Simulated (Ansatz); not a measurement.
# SnTe (Fm-3m) in Ansatz: settings compared

One crystal, SnTe, is run at these levels: LDA, PBEsol, PBE; tasks: relaxation of cell and atoms, single point.

Program: Ansatz 0.2.0. These are calculated values, not measurements. Logs are shortened: lines on timing, memory, paths and dates and some standing lists are left out, and cuts for length are marked.

## (1) The structure

The structure is cubic, space group Fm-3m (No. 225). The conventional cell has a = 6.302 Å, b = 6.302 Å, c = 6.302 Å, α = 90.00°, β = 90.00°, γ = 90.00°. Te (site symmetry m-3m) is surrounded by 6 Sn at 3.15 Å. Around Sn (site symmetry m-3m) lie 6 Te at 3.15 Å.

## (2) Relaxation of cell and atoms, LDA

input.yaml reads:

```yaml
crystal:
  lattice:
    - [0.0, 3.15085, 3.15085]
    - [3.15085, 0.0, 3.15085]
    - [3.15085, 3.15085, 0.0]
  atoms:
    - { symbol: Te, position: [0.5, 0.5, 0.5] }
    - { symbol: Sn, position: [0.0, 0.0, 0.0] }
hamiltonian:
  xc: lda
  pseudopotentials: { kind: paw }
kpoints:
  mp_grid: { grid: [7, 7, 7] }
scf:
  occupations: { method: fermi_dirac, width: 0.05 }
output:
  forces: true
  stress: true
relax:
  f_tol: 0.01
  max_steps: 40
  cell: { stress_tol: 0.05 }
```

Potentials or basis: Ansatz PAW.

The run is started by

```bash
$ ansatz run input.yaml --threads 2 --pin off --max-ram 5632MiB --backend cpu --events-out ev --progress --plain --runs-dir out
```

Log:

```text
Warning: RAYON_NUM_THREADS=2 ignored (pool sized by the plan → 2); use --threads N
Engine: ansatz 0.2.0, aarch64-unknown-linux-gnu
Pseudopotentials: kind: paw
Pseudopotential: Te, paw, valence charge 16, recommended cutoff 420 eV (normal), Te.paw.azcp
Pseudopotential: Sn, paw, valence charge 14, recommended cutoff 420 eV (normal), Sn.paw.azcp
Functional definition: SPW92
  exchange = slater_x
  correlation = pw_c
Crystal: 2 atoms, lattice volume = 62.562 Å³
Basis set: ecut = 420 eV, 1243 PW (Γ)
Bands: 19, of which v1, the nominal top of the filled ones, is band 15 counted from 1 (14 counted from 0)
Symmetry: 48 space group operations
Space group: Fm-3m (ITA 225), of the structure as read, at distance tolerance 4.0e-5 Å
k-points: 20 of 343
Non-local potential: Te, projectors of the file, l = 0: 2, l = 1: 2, l = 2: 2, l = 3: 2
Non-local potential: Sn, projectors of the file, l = 0: 2, l = 1: 2, l = 2: 2, l = 3: 2
PAW form: soft (Blöchl's): semilocal exchange-correlation on the pseudo side does not see the compensation charge
PAW frozen core: Te, regenerated for the run's functional, and the local potential with it (the file was generated under x = pbe(κ = 0.804, μ = 0.2195149727645171), c = pbe(β = 0.06672455060314922))
PAW frozen core: Sn, regenerated for the run's functional, and the local potential with it (the file was generated under x = pbe(κ = 0.804, μ = 0.2195149727645171), c = pbe(β = 0.06672455060314922))
PAW one-centre angular grid: Te, 590 points (default); XC on 64 Gauss nodes
PAW one-centre angular grid: Sn, 590 points (default); XC on 64 Gauss nodes
Initial density: superposition of atomic densities (neutral atoms: chi_scale 0, normalization atom), corrected by the library's trained network
Initial wavefunctions: pseudopotential atomic-orbital guess
Functional: x = slater, c = lda
SCF iter   1: F=—  HF=-12707.278523 eV  |F-HF|=—  |Δ(HF+E_count)|=         —  Δρ=5.32e-3  dr2=7.44e-3  ethr=1.77e-3  ⟨swp⟩=6.0  Hψ=1983  notcnv=0
preconditioner: auto → none  [insulator: Δε(μ)=0.662 eV  Ē_g=8.656 eV  σ=0.050 eV  W_gap=1.00  n_scr=14 (ndim 8)  ℏωp=14.8 eV  f_vac=0.009  D(μ)=0.00/eV (n_scr^D=0)  ε∞_Penn≈3.9]
SCF iter   2: F=—  HF=-12707.273305 eV  |F-HF|=—  |Δ(HF+E_count)|=   5.22e-3  Δρ=2.04e-3  dr2=1.16e-3  ethr=2.48e-5  ⟨swp⟩=2.0  Hψ=805  notcnv=0
SCF iter   3: F=—  HF=-12707.272933 eV  |F-HF|=—  |Δ(HF+E_count)|=   3.73e-4  Δρ=2.45e-4  dr2=2.83e-5  ethr=3.88e-6  ⟨swp⟩=2.6  Hψ=692  notcnv=0
SCF iter   4: F=—  HF=-12707.272925 eV  |F-HF|=—  |Δ(HF+E_count)|=   7.54e-6  Δρ=5.84e-5  dr2=2.53e-6  ethr=9.43e-8  ⟨swp⟩=2.0  Hψ=680  notcnv=0
iter 5 did not close the SCF: its close was put off for the readings that it lacked (scf_convergence_deferred on its scf_iter line)
SCF iter   5: F=-12707.272924 eV  HF=-12707.272924 eV  |F-HF|=2.50e-8  |Δ(HF+E_count)|=   1.01e-6  Δρ=1.22e-5  dr2=8.83e-8  ethr=8.43e-9  ⟨swp⟩=2.0  Hψ=680  notcnv=0
SCF iter   6: F=-12707.272924 eV  HF=-12707.272924 eV  |F-HF|=5.04e-10  |Δ(HF+E_count)|=   2.53e-9  Δρ=1.45e-6  dr2=4.82e-10  ethr=2.94e-10  ⟨swp⟩=3.0  Hψ=1430  notcnv=0
SCF 1 converged in 6 iterations: F = -12707.272924 eV  dr2 = 4.82e-10
relax step   1: F+E_penalty+E_count = -12707.27292419 eV  Δ(F+E_penalty+E_count) = +0.000e0 eV  max|allowed force component| = 1.716e-29 eV/Å  Δτ_max = 0.0000 Å  P = -1.568 GPa  Ω = 62.562 Å³  (6 SCF iters, dr2 threshold 1.00e-7 eV, accepted)
Crystal: 2 atoms, lattice volume = 59.746 Å³
Basis set: ecut = 420 eV, 1211 PW (Γ)
Initial density: handed on by an earlier stage of this run
Initial wavefunctions: those handed on with the density
iter 1 solved again at ethr=6.57e-6 eV; its pass at ethr=3.10e-3 eV (dr2=1.97e-3 eV) is discarded
SCF iter   1: F=—  HF=-12707.283016 eV  |F-HF|=—  |Δ(HF+E_count)|=         —  Δρ=1.31e-3  dr2=1.94e-3  ethr=6.57e-6  ⟨swp⟩=2.0  Hψ=2453  notcnv=0
preconditioner: auto → none  [insulator: Δε(μ)=0.668 eV  Ē_g=8.877 eV  σ=0.050 eV  W_gap=1.00  n_scr=14 (ndim 8)  ℏωp=15.2 eV  f_vac=0.001  D(μ)=0.00/eV (n_scr^D=0)  ε∞_Penn≈3.9]
SCF iter   2: F=—  HF=-12707.282561 eV  |F-HF|=—  |Δ(HF+E_count)|=   4.55e-4  Δρ=6.36e-4  dr2=4.31e-4  ethr=6.47e-6  ⟨swp⟩=1.2  Hψ=385  notcnv=0
SCF iter   3: F=—  HF=-12707.282460 eV  |F-HF|=—  |Δ(HF+E_count)|=   1.01e-4  Δρ=5.94e-5  dr2=1.00e-6  ethr=1.44e-6  ⟨swp⟩=2.0  Hψ=455  notcnv=0
SCF iter   4: F=—  HF=-12707.282462 eV  |F-HF|=—  |Δ(HF+E_count)|=   1.92e-6  Δρ=1.78e-5  dr2=6.30e-8  ethr=3.34e-9  ⟨swp⟩=2.0  Hψ=670  notcnv=0
iter 5 did not close the SCF: its close was put off for the readings that it lacked (scf_convergence_deferred on its scf_iter line)
SCF iter   5: F=-12707.282462 eV  HF=-12707.282462 eV  |F-HF|=1.34e-8  |Δ(HF+E_count)|=   2.32e-8  Δρ=3.37e-6  dr2=1.37e-8  ethr=2.10e-10  ⟨swp⟩=2.0  Hψ=680  notcnv=0
SCF iter   6: F=-12707.282462 eV  HF=-12707.282462 eV  |F-HF|=4.11e-10  |Δ(HF+E_count)|=   5.50e-9  Δρ=5.42e-7  dr2=4.20e-10  ethr=4.57e-11  ⟨swp⟩=2.0  Hψ=1214  notcnv=0
SCF 2 converged in 6 iterations: F = -12707.282462 eV  dr2 = 4.20e-10
relax step   2: F+E_penalty+E_count = -12707.28246191 eV  Δ(F+E_penalty+E_count) = -9.538e-3 eV  max|allowed force component| = 4.365e-29 eV/Å  Δτ_max = 0.0000 Å  P = +0.642 GPa  Ω = 59.746 Å³  energy of the carried Pulay correction = +5.710e-4 eV  (6 SCF iters, dr2 threshold 2.00e-7 eV, accepted)
Crystal: 2 atoms, lattice volume = 60.538 Å³
iter 1 solved again at ethr=6.88e-7 eV; its pass at ethr=3.10e-3 eV (dr2=2.06e-4 eV) is discarded
SCF iter   1: F=—  HF=-12707.283818 eV  |F-HF|=—  |Δ(HF+E_count)|=         —  Δρ=3.82e-4  dr2=1.66e-4  ethr=6.88e-7  ⟨swp⟩=3.0  Hψ=2395  notcnv=0
preconditioner: auto → none  [insulator: Δε(μ)=0.677 eV  Ē_g=8.817 eV  σ=0.050 eV  W_gap=1.00  n_scr=14 (ndim 8)  ℏωp=15.1 eV  f_vac=0.005  D(μ)=0.00/eV (n_scr^D=0)  ε∞_Penn≈3.9]
SCF iter   2: F=—  HF=-12707.283778 eV  |F-HF|=—  |Δ(HF+E_count)|=   4.02e-5  Δρ=1.85e-4  dr2=3.69e-5  ethr=5.54e-7  ⟨swp⟩=1.2  Hψ=384  notcnv=0
iter 3 did not close the SCF: its close was put off for the readings that it lacked (scf_convergence_deferred on its scf_iter line)
SCF iter   3: F=-12707.283770 eV  HF=-12707.283770 eV  |F-HF|=7.54e-8  |Δ(HF+E_count)|=   8.17e-6  Δρ=1.62e-5  dr2=1.29e-7  ethr=1.23e-7  ⟨swp⟩=2.0  Hψ=459  notcnv=0
iter 4 did not close the SCF: its close was put off for the readings that it lacked (scf_convergence_deferred on its scf_iter line)
SCF iter   4: F=-12707.283770 eV  HF=-12707.283770 eV  |F-HF|=6.25e-9  |Δ(HF+E_count)|=   7.08e-8  Δρ=4.74e-6  dr2=7.70e-9  ethr=4.29e-10  ⟨swp⟩=2.0  Hψ=635  notcnv=0
iter 5 did not close the SCF: its close was put off for the readings that it lacked (scf_convergence_deferred on its scf_iter line)
SCF iter   5: F=-12707.283770 eV  HF=-12707.283770 eV  |F-HF|=6.93e-10  |Δ(HF+E_count)|=   2.87e-9  Δρ=1.08e-6  dr2=9.00e-10  ethr=2.57e-11  ⟨swp⟩=2.1  Hψ=681  notcnv=0
SCF iter   6: F=-12707.283770 eV  HF=-12707.283770 eV  |F-HF|=1.09e-11  |Δ(HF+E_count)|=  3.07e-10  Δρ=1.77e-7  dr2=2.01e-11  ethr=3.00e-12  ⟨swp⟩=1.6  Hψ=1069  notcnv=0
SCF 3 converged in 6 iterations: F = -12707.283770 eV  dr2 = 2.01e-11
relax step   3: F+E_penalty+E_count = -12707.28377001 eV  Δ(F+E_penalty+E_count) = -1.308e-3 eV  max|allowed force component| = 5.982e-30 eV/Å  Δτ_max = 0.0000 Å  P = -0.038 GPa  Ω = 60.538 Å³  energy of the carried Pulay correction = +4.060e-4 eV  (6 SCF iters, dr2 threshold 2.00e-7 eV, accepted)
Initial wavefunctions: pseudopotential atomic-orbital guess (no wavefunctions were taken with the density)
iter 1 solved again at ethr=1.43e-7 eV; its pass at ethr=3.10e-3 eV (dr2=4.28e-5 eV) is discarded
SCF iter   1: F=—  HF=-12707.283373 eV  |F-HF|=—  |Δ(HF+E_count)|=         —  Δρ=3.22e-5  dr2=9.43e-8  ethr=1.43e-7  ⟨swp⟩=3.2  Hψ=3038  notcnv=0
preconditioner: auto → none  [insulator: Δε(μ)=0.677 eV  Ē_g=8.816 eV  σ=0.050 eV  W_gap=1.00  n_scr=14 (ndim 8)  ℏωp=15.1 eV  f_vac=0.004  D(μ)=0.00/eV (n_scr^D=0)  ε∞_Penn≈3.9]
SCF iter   2: F=—  HF=-12707.283374 eV  |F-HF|=—  |Δ(HF+E_count)|=   8.92e-7  Δρ=1.48e-5  dr2=2.09e-8  ethr=3.14e-10  ⟨swp⟩=2.0  Hψ=684  notcnv=0
SCF iter   3: F=—  HF=-12707.283374 eV  |F-HF|=—  |Δ(HF+E_count)|=   3.47e-9  Δρ=2.54e-6  dr2=6.59e-10  ethr=6.98e-11  ⟨swp⟩=2.0  Hψ=635  notcnv=0
SCF iter   4: F=—  HF=-12707.283374 eV  |F-HF|=—  |Δ(HF+E_count)|=  2.62e-10  Δρ=3.85e-7  dr2=3.99e-11  ethr=2.20e-12  ⟨swp⟩=2.2  Hψ=625  notcnv=0
iter 5 did not close the SCF: its close was put off for the readings that it lacked (scf_convergence_deferred on its scf_iter line)
SCF iter   5: F=-12707.283374 eV  HF=-12707.283374 eV  |F-HF|=0.00e0  |Δ(HF+E_count)|=  7.28e-12  Δρ=5.12e-8  dr2=7.72e-13  ethr=1.00e-12  ⟨swp⟩=1.0  Hψ=380  notcnv=0
SCF iter   6: F=-12707.283374 eV  HF=-12707.283374 eV  |F-HF|=3.64e-12  |Δ(HF+E_count)|=    0.00e0  Δρ=9.35e-9  dr2=2.80e-14  ethr=1.00e-12  ⟨swp⟩=4.8  Hψ=1560  notcnv=0
SCF 4 converged in 6 iterations: F = -12707.283374 eV  dr2 = 2.80e-14
relax step   4: F+E_penalty+E_count = -12707.28337432 eV  Δ(F+E_penalty+E_count) = +3.957e-4 eV  max|allowed force component| = 1.102e-29 eV/Å  Δτ_max = 0.0000 Å  P = -0.039 GPa  Ω = 60.538 Å³  stress off target by 3.92e-2 GPa  SCF on the basis re-selected at this cell (its energy is not comparable with the rows above)  (6 SCF iters)
basis re-selected at this cell: Δ(F+E_penalty+E_count) = +3.957e-4 eV, ΔP = -0.001 GPa vs the last step (what re-selecting the basis moved, of the pressure what is left beyond the Pulay correction that the steps carried, after the strain that the cell walked since its last selection, with what the two solves' SCF thresholds leave and, on support functions, any second-order correction that the steps lacked; it is no measure of the basis error at this ecutwfc). This SCF's stress stands 3.92e-2 GPa from its target on what of the cell is left free (relax.cell.stress_tol is 5.00e-2 GPa) and its largest allowed force component is 1.10e-29 eV/Å (relax.f_tol is 1.00e-2 eV/Å): within both
SCF converged after 6 iterations
Free energy (F): -12707.283374 eV
Harris-Foulkes:  -12707.283374 eV  (|F-HF|=3.64e-12)
Internal energy: -12707.283298 eV  (E = F + TS)
E sigma→0 (E₀):  -12707.283336 eV
Entropy (-TS):   -0.000076 eV (-0.038 meV/atom)
Fermi energy:    9.885962 eV
--- Per-component energies (eV) ---
  E_band       = -348.535711
  E_kinetic    = 369.294292
  E_local      = -2114.408227  (includes V_loc(G=0)·N_el)
  E_nonlocal   = -333.092860
  E_hartree    = 1333.696754
  E_xc         = -504.186216
  E_vxc        = -204.867969  (∫ρ·V_xc dr)
  E_paw        = -8501.948259  (= ΣΔE_a)
  E_vpaw       = -732.854250  (= ΣTr[D̂ρ^β])
  E_aug_tail   = -0.000206  (compensation charges beyond the density's cutoff)
  E_ewald      = -2957.742136
  E_core_change = 1.103559  (= ΣΔE_core)
  E_smearing   = -0.000076  (= −TS)
  E_closure    = -0.000000  (closes the sum)
  Σ components = -12707.283374   (vs F -12707.283374, Δ=0.00e0)
--- Forces (eV/Å), atoms counted from 1 ---
  atom   1  Te     0.00000000    -0.00000000    -0.00000000
  atom   2  Sn    -0.00000000     0.00000000    -0.00000000
  max |Σ_I F_I| component: 2.11e-29 eV/Å
--- Stress (GPa, compression-positive) ---
       -0.039152      -0.000000      -0.000000
       -0.000000      -0.039152      -0.000000
       -0.000000      -0.000000      -0.039152
  P = ⅓ Tr σ = -0.0392 GPa (-0.392 kbar)
--- Relaxed structure (3 steps of the walk, 3 accepted, 1 SCFs on fresh bases) ---
  F+E_penalty+E_count = -12707.28337432 eV   max|allowed force component| = 1.102e-29 eV/Å   (the final SCF, on the basis selected at the relaxed cell)
  cell:  # Å, volume = 60.5380 Å³
    - [3.566760423026913e-34, 3.1164927154413955, 3.1164927154413955]
    - [3.1164927154413955, -3.1846075205597437e-34, 3.1164927154413955]
    - [3.1164927154413955, 3.1164927154413955, 6.369215041119495e-35]
  atoms:
    - { symbol: Te, position: [0.5, 0.5, 0.5] }
    - { symbol: Sn, position: [-2.5468391390703436e-36, 3.183548923861961e-36, 3.1835489238364816e-36] }
```

Run time: 3.1 s. Hardware: 2 threads of Arm Neoverse V1, shared host; peak memory 0.33 GiB.

Results:

| Item | Value |
| --- | --- |
| Free energy | -12707.2834 eV |
| Relaxed volume | 30.27 Å³/atom |
| Relaxed cell | a = 4.407 Å, b = 4.407 Å, c = 4.407 Å, α = 60.00°, β = 60.00°, γ = 60.00° |
| Space group after relaxing (to 0.05 Å) | Fm-3m (No. 225) |
| Energy gained by relaxing | 5.2 meV/atom |
| Ionic steps | 4 |
| Pressure after relaxing | 0.0 GPa |

The path:
```
step  energy change (eV)  largest force (eV/Å)  volume (Å³)
   1              0.0000                0.0000        62.56
   2             -0.0095                0.0000        59.75
   3             -0.0108                0.0000        60.54
   4             -0.0104                0.0000        60.54
```

Final structure:
```yaml
crystal:
  lattice:
    - [0.00000, 3.11649, 3.11649]
    - [3.11649, 0.00000, 3.11649]
    - [3.11649, 3.11649, 0.00000]
  atoms:
    - { symbol: Te, position: [0.50000, 0.50000, 0.50000] }
    - { symbol: Sn, position: [0.00000, 0.00000, 0.00000] }
```

Caveat: this odd mesh misses L, where the gap lies, so gap, dielectric constants and Born charges aren't listed; the plane-wave basis is chosen anew once the cell has moved, so the energies of steps on either side of that aren't comparable; the PAW data sets come from PBE, with cores solved anew for the run's functional, which leaves a small shift of forces and pressure.

## (3) Relaxation of cell and atoms, PBEsol

input.yaml, as its differences from that of step 2:

```diff
@@ -9,3 +9,3 @@
 hamiltonian:
-  xc: lda
+  xc: pbesol
   pseudopotentials: { kind: paw }
```

Potentials or basis: Ansatz PAW.

The run is started by

```bash
$ ansatz run input.yaml --threads 2 --pin off --max-ram 5632MiB --backend cpu --events-out ev --progress --plain --runs-dir out
```

Wall time 3.4 s (2 threads of Arm Neoverse V1, shared host); peak memory 0.34 GiB.

Results (log left out):

```
Free energy                            : -12851.8551 eV
Relaxed volume                         : 31.03 Å³/atom
Relaxed cell                           : a = 4.444 Å, b = 4.444 Å, c = 4.444 Å, α = 60.00°, β = 60.00°, γ = 60.00°
Space group after relaxing (to 0.05 Å) : Fm-3m (No. 225)
Energy gained by relaxing              : 0.3 meV/atom
Ionic steps                            : 4
Pressure after relaxing                : 0.0 GPa
```

Step by step:
```
step  energy change (eV)  largest force (eV/Å)  volume (Å³)
   1              0.0000                0.0000        62.56
   2             -0.0007                0.0000        61.87
   3             -0.0007                0.0000        62.05
   4             -0.0006                0.0000        62.05
```

Final structure:
```
Te Sn
1.0
     0.00000    3.14226    3.14226
     3.14226    0.00000    3.14226
     3.14226    3.14226    0.00000
Te Sn
1 1
Direct
  0.50000 0.50000 0.50000
  0.00000 0.00000 0.00000
```

Caveat: this odd mesh misses L, where the gap lies, so gap, dielectric constants and Born charges aren't listed; the plane-wave basis is chosen anew once the cell has moved, so the energies of steps on either side of that aren't comparable; the PAW data sets come from PBE, with cores solved anew for the run's functional, which leaves a small shift of forces and pressure.

## (4) Single point, PBE

input.yaml reads:

```yaml
crystal:
  lattice:
    - [0.0, 3.15085, 3.15085]
    - [3.15085, 0.0, 3.15085]
    - [3.15085, 3.15085, 0.0]
  atoms:
    - { symbol: Te, position: [0.5, 0.5, 0.5] }
    - { symbol: Sn, position: [0.0, 0.0, 0.0] }
hamiltonian:
  xc: pbe
  pseudopotentials: { kind: paw }
kpoints:
  mp_grid: { grid: [7, 7, 7] }
scf:
  occupations: { method: gaussian, width: 0.011 }
output:
  forces: true
  stress: true
  eigenvalues: true
```

Potentials or basis: Ansatz PAW.

The run is started by

```bash
$ ansatz run input.yaml --threads 2 --pin off --max-ram 5632MiB --backend cpu --events-out ev --progress --plain --runs-dir out
```

Log:

```text
Warning: RAYON_NUM_THREADS=2 ignored (pool sized by the plan → 2); use --threads N
[... 4 set-up lines as earlier in the session ...]
Functional definition: PBE
  parameter kappa = 0.804
  parameter beta = 0.06672455060314922
  exchange = pbe_x(kappa = kappa, mu = beta*pi^2/3)
  correlation = pbe_c(beta = beta)
Crystal: 2 atoms, lattice volume = 62.562 Å³
Basis set: ecut = 420 eV, 1243 PW (Γ), exchange–correlation on 60×60×60 points (8 copies of the dense FFT grid, shifted against one another)
Bands: 19, of which v1, the nominal top of the filled ones, is band 15 counted from 1 (14 counted from 0)
[... 2 set-up lines as earlier in the session ...]
k-points: 20 of 343
[... 7 set-up lines as earlier in the session ...]
Functional: x = pbe(κ = 0.804, μ = 0.2195149727645171), c = pbe(β = 0.06672455060314922)
SCF iter   1: F=—  HF=-13004.730365 eV  |F-HF|=—  |Δ(HF+E_count)|=         —  Δρ=5.42e-4  dr2=1.24e-4  ethr=1.77e-3  ⟨swp⟩=6.3  Hψ=2011  notcnv=0
preconditioner: auto → none  [insulator: Δε(μ)=0.662 eV  Ē_g=8.672 eV  σ=0.011 eV  W_gap=1.00  n_scr=14 (ndim 8)  ℏωp=14.8 eV  f_vac=0.009  D(μ)=0.00/eV (n_scr^D=0)  ε∞_Penn≈3.9]
SCF iter   2: F=—  HF=-13004.728772 eV  |F-HF|=—  |Δ(HF+E_count)|=   1.59e-3  Δρ=3.80e-4  dr2=7.08e-5  ethr=4.14e-7  ⟨swp⟩=3.0  Hψ=1075  notcnv=0
SCF iter   3: F=—  HF=-13004.728783 eV  |F-HF|=—  |Δ(HF+E_count)|=   1.17e-5  Δρ=1.59e-4  dr2=1.04e-5  ethr=2.36e-7  ⟨swp⟩=2.0  Hψ=592  notcnv=0
SCF iter   4: F=—  HF=-13004.728807 eV  |F-HF|=—  |Δ(HF+E_count)|=   2.40e-5  Δρ=5.28e-5  dr2=1.68e-6  ethr=3.46e-8  ⟨swp⟩=2.0  Hψ=680  notcnv=0
SCF iter   5: F=—  HF=-13004.728807 eV  |F-HF|=—  |Δ(HF+E_count)|=   8.45e-7  Δρ=2.36e-5  dr2=3.29e-7  ethr=5.60e-9  ⟨swp⟩=2.2  Hψ=666  notcnv=0
SCF iter   6: F=-13004.728806 eV  HF=-13004.728806 eV  |F-HF|=2.79e-8  |Δ(HF+E_count)|=   2.34e-7  Δρ=5.66e-6  dr2=1.86e-8  ethr=3.33e-10  ⟨swp⟩=5.5  Hψ=1528  notcnv=0
SCF 1 converged in 6 iterations: F = -13004.728806 eV  dr2 = 1.86e-8
SCF converged after 6 iterations
Free energy (F): -13004.728806 eV
Harris-Foulkes:  -13004.728806 eV  (|F-HF|=2.79e-8)
Internal energy: -13004.728806 eV  (E = F + TS)
E sigma→0 (E₀):  -13004.728806 eV
Fermi energy:    9.776682 eV
--- Per-component energies (eV) ---
  E_band       = -353.578420
  E_kinetic    = 366.171871
  E_local      = -2152.586446  (includes V_loc(G=0)·N_el)
  E_nonlocal   = -343.012880
  E_hartree    = 1353.591001
  E_xc         = -507.786438
  E_vxc        = -201.036273  (∫ρ·V_xc dr)
  E_paw        = -8795.615230  (= ΣΔE_a)
  E_vpaw       = -730.287083  (= ΣTr[D̂ρ^β])
  E_aug_tail   = -0.000158  (compensation charges beyond the density's cutoff)
  E_ewald      = -2925.490525
  E_smearing   = -0.000000  (= −TS)
  E_closure    = 0.000000  (closes the sum)
  Σ components = -13004.728806   (vs F -13004.728806, Δ=0.00e0)
--- Forces (eV/Å), atoms counted from 1 ---
  atom   1  Te     0.00000000    -0.00000000     0.00000000
  atom   2  Sn    -0.00000000     0.00000000    -0.00000000
  max |Σ_I F_I| component: 2.73e-29 eV/Å
--- Stress (GPa, compression-positive) ---
        2.227445       0.000000      -0.000000
       -0.000000       2.227445      -0.000000
       -0.000000       0.000000       2.227445
  P = ⅓ Tr σ = 2.2274 GPa (22.274 kbar)
--- Band table (eV; the first three rows and the last of 20) ---
  k-point 0: bands = ["-27.3918", "-27.3918", "-27.3879", "-27.3879", "-27.3879", "-12.2193", "-12.2193", "-12.2144", "-12.2144", "-12.2144", "-3.1225", "5.0068", "7.5397", "7.5397", "7.5397", "13.0395", "13.0395", "13.0395", "14.4608"]
  k-point 1: bands = ["-27.3918", "-27.3918", "-27.3878", "-27.3877", "-27.3877", "-12.2203", "-12.2203", "-12.2141", "-12.2133", "-12.2133", "-2.9516", "4.1235", "7.5702", "7.5702", "8.1482", "12.2046", "12.2046", "12.2434", "14.4118"]
  k-point 2: bands = ["-27.3917", "-27.3917", "-27.3876", "-27.3874", "-27.3874", "-12.2229", "-12.2229", "-12.2135", "-12.2104", "-12.2104", "-2.4837", "2.6536", "7.6819", "7.6819", "8.8964", "10.9779", "10.9779", "11.0478", "15.1008"]
  k-point 19: bands = ["-27.3919", "-27.3914", "-27.3875", "-27.3872", "-27.3867", "-12.2316", "-12.2202", "-12.2124", "-12.2095", "-12.2044", "-1.4892", "2.2044", "4.7363", "5.4549", "8.4591", "10.8807", "13.8196", "14.7298", "14.9626"]
```

Wall time 1 s (2 threads of Arm Neoverse V1, shared host); peak memory 0.32 GiB.

What came out:

* Free energy: -13004.7288 eV
* Pressure: 2.2 GPa

Caveat: this odd mesh misses L, where the gap lies, so gap, dielectric constants and Born charges aren't listed. Spin-orbit coupling is left out, which matters for the levels of Te.

(Continued in part 2 of 2.)
